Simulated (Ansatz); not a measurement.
Two G0W0 runs on AlP (zincblende (110) film, 3 layers).

The cell holds 6 atoms: 3 Al and 3 P. Cell: a = 3.854 Å, b = 5.451 Å, c = 31.600 Å, α = 90.0°, β = 90.0°, γ = 90.0°. It derives from AlP. Vacuum lies along c.

```xyz
6
Lattice="3.8544 0.0000 0.0000 0.0000 5.4510 0.0000 0.0000 0.0000 31.6000" Properties=species:S:1:pos:R:3
Al    0.0000    0.2091   14.2445
P     1.9272    1.3637   13.7047
Al    1.9272    2.4976   15.8000
P     0.0000    3.8961   15.8000
Al    0.0000    0.2091   17.3555
P     1.9272    1.3637   17.8953
```

The structure was relaxed with LDA (ions only). The runs that relaxed it are not among those shown.

The first (Ansatz 0.2.0; start LDA, 4×2×1 mesh, 533 empty bands, screening to 50 eV, PAW set soft_1 files; 8 threads of Arm Neoverse V1, shared host) gave, on its mesh: starting gap 0.31 eV, G0W0 gap 1.18 eV, mean of 1 + 4πα/V (set by the cell height) 2.49, 2.2 min.

The second changes empty bands from 533 to 223 and screening cutoff (eV) from 50.0 to 28. What does it give?

It gave: starting gap 0.31 eV, G0W0 gap 1.08 eV, mean of 1 + 4πα/V (set by the cell height) 2.52, 31 s. The G0W0 gap moves by −0.10 eV, +0.00 eV from the start and −0.10 eV from the correction. Σc changes by +0.25 eV at the valence top and +0.16 eV at the conduction bottom, and Σx − Vxc between them by +0.0001 eV.

Limits: not at the basis limit; coarse mesh for a sheet.

[Paths, hosts, dates, memory and timing lines, banners, echoed tables and standing remarks are left out of the program output.]

[Logs are printed without paths, hosts, clocks, repeated set-up lines and the standing remarks that a program may print on its own settings, such as how far it seeks lower states.]

[Runs of the session that timed out or met a known fault of the program may be left out.]

[Cells called generated may have been cut or substituted from an entry of the Crystallography Open Database or the Materials Project.]

[Hosts, paths, dates, database ids (printed as entryN), source tags and the programs' standing remarks are cut or masked in the printed files.]
